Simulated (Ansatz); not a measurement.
Here is an Ansatz 0.2.0 calculation.

input.yaml

```yaml
crystal:
  lattice:
    - [0.0, 2.47502, 2.47502]
    - [2.47502, 0.0, 2.47502]
    - [2.47502, 2.47502, 0.0]
  atoms:
    - { symbol: Pb, position: [0.0, 0.0, 0.0] }
hamiltonian:
  xc: r2scan
  pseudopotentials: { kind: paw, source: jth }
kpoints:
  mp_grid: { grid: [7, 7, 7] }
scf:
  occupations: { method: fermi_dirac, width: 0.1 }
output:
  forces: true
  stress: true
elastic:
  mode: clamped_ion
  stencil: two_point
```

Potentials or basis: JTH PAW.

Run with:

```console
$ ansatz run input.yaml --threads 1 --pin off --max-ram 2560MiB --backend cpu --events-out ev --progress --plain --runs-dir out
```

(1) Estimate the elastic constants C11, C12, C44.

(2) Estimate the Voigt bulk modulus.

(3) Estimate the pressure.

(4) Predict the band gap on the k mesh.

Results:

(1) 65, 47, 26 GPa.

(2) 53 GPa.

(3) 2.0 GPa.

(4) none (metal or under the smearing width).

Caveat: elastic constants of metals need much finer meshes, so these are rough.
